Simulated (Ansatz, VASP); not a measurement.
**Ni in VASP and in Ansatz**

```
Ni
1.0
     0.00000    1.73757    1.73757
     1.73757    0.00000    1.73757
     1.73757    1.73757    0.00000
Ni
1
Direct
  0.00000 0.00000 0.00000
```

Alike in both runs: task relaxation of cell and atoms; functional PBE; k mesh 13 × 13 × 13; occupations fermi-dirac, width 0.05 eV; collinear spin, ferromagnetic start.

|  | VASP | Ansatz |
| --- | --- | --- |
| version | VASP 6.6.1 | Ansatz 0.2.0 |
| potentials or method | VASP PAW PBE potentials, release 64 (Ni) | Ansatz PAW |
| plane-wave cutoff (eV) | 580 | 420 |
| valence electrons in the cell | 10 | 18 |

Ansatz gave:

| Property | Result |
| --- | --- |
| net moment per atom (μB) | 0.63 |
| size of the moment on the site where the two differ most (μB) | 0.67 |
| relaxed volume (Å³/atom) | 10.89 |
| relaxed cell length with the largest relative difference (Å) | 2.488 |
| energy change over the relaxation (meV/atom) | -10 |

**Question.** What did VASP give for the same quantities?

**Answer.** net moment per atom (μB): 0.63; size of the moment on the site where the two differ most (μB): 0.64; relaxed volume (Å³/atom): 10.88; relaxed cell length with the largest relative difference (Å): 2.487; energy change over the relaxation (meV/atom): -9.

Site moments also hang on the region over which each program counts them. The two sets of potentials don't hold the same shells in valence.

Caveats: the plane-wave basis is chosen anew once the cell has moved, so the energies of steps on either side of that aren't comparable (Ansatz).
